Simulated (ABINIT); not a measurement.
The system is SnSe.

```
Sn Se
1.0
     0.00000    3.01000    3.01000
     3.01000    0.00000    3.01000
     3.01000    3.01000    0.00000
Sn Se
1 1
Direct
  0.00000 0.00000 0.00000
  0.50000 0.50000 0.50000
```

Measurements of this composition are mostly on another form, of space group No. 62.

Base run:

- Program: ABINIT 10.8.3 (patched build)
- Functional: PBE
- Potentials or basis: JTH PAW PBE v2.0
- Cutoff: 599 eV
- k mesh: 8 × 8 × 8
- Occupations: fermi-dirac, width 0.05 eV
- Spin: no spin polarisation

Its results: pressure 0.9 GPa.

Q: The run is repeated on the same cell with these changes: k mesh from 8 × 8 × 8 to 3 × 3 × 3. What comes out?

A: Pressure -0.6 GPa.

Caveats: some runs use coarse meshes.
